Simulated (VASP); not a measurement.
Set up this calculation in VASP 6.6.1, as the native input.

```
Task                   : single point
Functional             : PBE
Potentials or basis    : VASP PAW PBE potentials, release 64 (Zn)
Cutoff                 : 520 eV
k mesh                 : 18 × 18 × 18
Occupations            : gaussian, width 0.05 eV
Spin                   : no spin polarisation
Dipole correction      : no
Further INCAR settings : ALGO = Fast; EDIFF = 1e-07; NBANDS = 12
```

The structure of Zn lies in POSCAR:

```
Zn
1.0
    0.0000000000      1.9628993602      1.9628993602
    1.9628993602      0.0000000000      1.9628993602
    1.9628993602      1.9628993602      0.0000000000
Zn
1
Direct
    0.0000000000      0.0000000000      0.0000000000
```

The cell was built by a generator and needn't be a form met in nature.

One way to write it, as run:

INCAR

```
  PREC = Accurate
  ENCUT = 520
  EDIFF = 1E-7
  ISMEAR = 0
  SIGMA = 0.05
  LREAL = False
  LASPH = True
  NELM = 60
  ALGO = Fast
  ISIF = 2
  LWAVE = False
  LCHARG = False
  GGA = PE
  NBANDS = 12
```

KPOINTS

```
Automatic mesh
0
Gamma
  18 18 18
```

Potentials or basis: VASP PAW PBE potentials, release 64 (Zn).

Command:

```sh
$ cat potpaw_PBE.64/Zn/POTCAR > POTCAR
$ mpirun -np 1 vasp_std > vasp.out
```

It gave:

| Property | Result |
| --- | --- |
| Pressure | 0.4 GPa |
| Band gap on the k mesh | none (metal or under the smearing width) |

Wall time 27 s on 1 thread of Intel(R) Xeon(R) Platinum 8259CL CPU @ 2.50GHz (Skylake/Cascade Lake), on a shared host, peak memory 0.16 GiB.
